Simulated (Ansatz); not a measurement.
# A vibration from a frozen displacement in BaZrO₃

Theory: DFT r2SCAN, scalar-relativistic, plane waves, PAW (Ansatz). Settings: plane waves to 500 eV, k-mesh 6×6×6 (Γ-centred), Gaussian smearing 0.05 eV. Spin–orbit coupling is left out, which matters for the heavy elements here. No spin polarisation. Energies are free energies at this smearing, counted from the undisturbed cell; pressure is positive in compression.

Reference structure (as given, not relaxed at this level; it stands at 2.9 GPa, and it needn't be the usual structure):

```xyz
5
Lattice="4.1815 0.0000 0.0000 0.0000 4.1815 0.0000 0.0000 0.0000 4.1815" Properties=species:S:1:pos:R:3 pbc="T T T"
Ba    2.0907    2.0907    2.0907
Zr    0.0000    0.0000    0.0000
O     2.0907    0.0000    0.0000
O     0.0000    2.0907    0.0000
O     0.0000    0.0000    2.0907
```

Every Ba atom is moved by x along the Cartesian unit vector (0.000, -0.707, -0.707); the cell and all other atoms stay fixed. The cell's volume is 73.11 Å³; the moved atoms weigh 137.327 u together and the others 139.221 u. Some rows repeat others by symmetry and weren't run.

```csv
x (Å),ΔE (meV/cell),total force on the moved atoms along the move (eV/Å),pressure (GPa)
-0.3000,198.00,1.4306,4.6400
-0.2625,148.61,1.2065,4.2119
-0.2250,107.29,1.0004,3.8455
-0.1875,73.39,0.8099,3.5388
-0.1500,46.39,0.6323,3.2902
-0.1125,25.84,0.4651,3.0982
-0.0750,11.40,0.3058,2.9619
-0.0375,2.84,0.1516,2.8805
0.0000,0.00,0.0000,2.8535
0.0375,2.84,-0.1516,2.8805
0.0750,11.40,-0.3058,2.9619
0.1125,25.84,-0.4651,3.0982
0.1500,46.39,-0.6323,3.2902
0.1875,73.39,-0.8099,3.5388
0.2250,107.29,-1.0004,3.8455
0.2625,148.61,-1.2065,4.2119
0.3000,198.00,-1.4306,4.6400
```

**Question.** What frequency belongs to this motion?

**Answer.** The force constant is k = −dF/dx = 4.043 eV/Å², from the parabola through x = -0.0375, 0 and 0.0375. In every cell the moved atoms swing against the rest, so the mass is μ = m₁m₂/(m₁ + m₂) = 69.134 u, and ν̃ = 521.5 cm⁻¹ × √(|k|/μ) = 126 cm⁻¹, at this cell's pressure of 2.9 GPa. The pattern needn't be a normal mode: ν̃² is then a weighted mean of the squared nonzero frequencies at the zone centre of this cell, taken without macroscopic field, so it lies between the lowest and the highest of them.

**Question.** How far does the harmonic law reach?

**Answer.** At x = -0.300 Å, kx²/2 = 181.92 meV against the computed 198.00 meV (+8.8 %): the well stiffens in this direction at large amplitude.

**Question.** The pressure changes with x². What does that say about the frequency under compression?

**Answer.** With E = k(V)x²/2, k ∝ V^(−2γ) and x scaling with the cell as V^(1/3), P − P0 = −∂E/∂V = (2γ − 2/3) ΔE/V. At x = 0.0750 Å, V(P − P0) = 73.11 × 0.10848 / 160.2 eV = 49.50 meV and ΔE = 11.40 meV, so γ = 1/3 + V(P − P0)/(2ΔE) = 2.50. This is the Grüneisen parameter of the motion under uniform scaling of the cell: shrinking the cell evenly by 1 % in volume raises the frequency by about 2.50 %.